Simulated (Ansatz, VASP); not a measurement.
**ZrC: VASP beside Ansatz**

```xyz
2
Lattice="3.2932 0.0000 0.0000 1.6466 2.8520 0.0000 1.6466 0.9507 2.6889" Properties=species:S:1:pos:R:3 pbc="T T T"
Zr    3.2932    1.9013    1.3445
C     0.0000    0.0000    0.0000
```

Alike in both runs: functional revPBE; dispersion D3(BJ); k mesh 7 × 7 × 7; no spin polarisation.

Ansatz relaxed the structure, and its values are those at the end. VASP's run is a single point on that final structure, the one shown.

|  | VASP | Ansatz |
| --- | --- | --- |
| version | VASP 6.6.1 | Ansatz 0.2.0 |
| potentials or method | VASP PAW PBE potentials, release 64 (Zr_sv, C) | plane waves, PAW |
| plane-wave cutoff (eV) | 520 | 630 |
| occupations | methfessel-paxton of order 1, width 0.01 eV | cold, width 0.01 eV |
| valence electrons in the cell | 16 | 16 |

|  | VASP | Ansatz | Ansatz less VASP |
| --- | --- | --- | --- |
| pressure (GPa) | 0.2 | 0.0 | -0.23 |
| dispersion energy (meV/atom) | -764.2 | -764.4 | -0.12 |

Caveats: the PAW data sets were made with another functional, which shifts forces and pressure a little (VASP); pairwise dispersion overbinds metals, which lowers pressure and volume.
